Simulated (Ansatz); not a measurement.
## Relaxation of Br

All numbers below come from Ansatz 0.2.0, DFT PBE, scalar-relativistic, plane waves, PAW. Settings: 420 eV cutoff, 16×12×6 k-mesh, Gaussian smearing of 0.10 eV, no spin polarisation.

What was changed: biaxial strain in the a-b plane, c and atoms relaxed: +3.0 %.

Input:

```yaml
crystal:
  lattice:
    - [2.6956827094, 0.0, 0.0]
    - [0.0, 3.5043105768, 0.0]
    - [0.0, 0.0, 8.7168829633]
  atoms:
    - { symbol: Br, position: [0.0, 0.0, 0.0] }
    - { symbol: Br, position: [0.5, 0.5, 0.5] }
basis:
  ecutwfc: 420
kpoints:
  mp_grid: { grid: [16, 12, 6] }
hamiltonian:
  xc: pbe
scf:
  occupations: { method: gaussian, width: 0.1 }
output:
  forces: true
  stress: true
  eigenvalues: true
relax:
  adjacent_minimum: "off"
  f_tol: 0.008
  max_steps: 40
  cell: { stress_tol: 0.015, fix: [a, b, gamma] }
```

F is the free energy. Steps run on the plane waves of an earlier cell, but the last one, and at times one on the way, on a freshly chosen basis, so a repeated geometry can differ a little in energy. The held parts of the cell keep their stress, so P needn't end at zero.

Steps:

```
step F − F(1) (eV) largest force component (eV/Å) V (Å³/atom) P (GPa)
   1         0.0000                           0.000       41.172    -1.69
   2         0.0000                           0.000       41.193    -1.69
   3         0.0000                           0.000       41.770    -1.68
   4         0.0000                           0.000       41.830    -1.67
   5        -0.0001                           0.000       41.830    -1.67
```

Relaxed structure:

```xyz
2
Lattice="2.6957 0.0000 0.0000 0.0000 3.5043 0.0000 0.0000 0.0000 8.8563" Properties=species:S:1:pos:R:3 pbc="T T T"
Br    0.0000    0.0000    0.0000
Br    1.3478    1.7522    4.4281
```

It takes space group Immm (No. 71, orthorhombic). The conventional cell has a = 2.696 Å, b = 3.504 Å, c = 8.856 Å, α = 90.00°, β = 90.00°, γ = 90.00°. Br (site symmetry mmm) is surrounded by 2 Br at 2.70 Å.

The run converged. The run took roughly 30 core-seconds.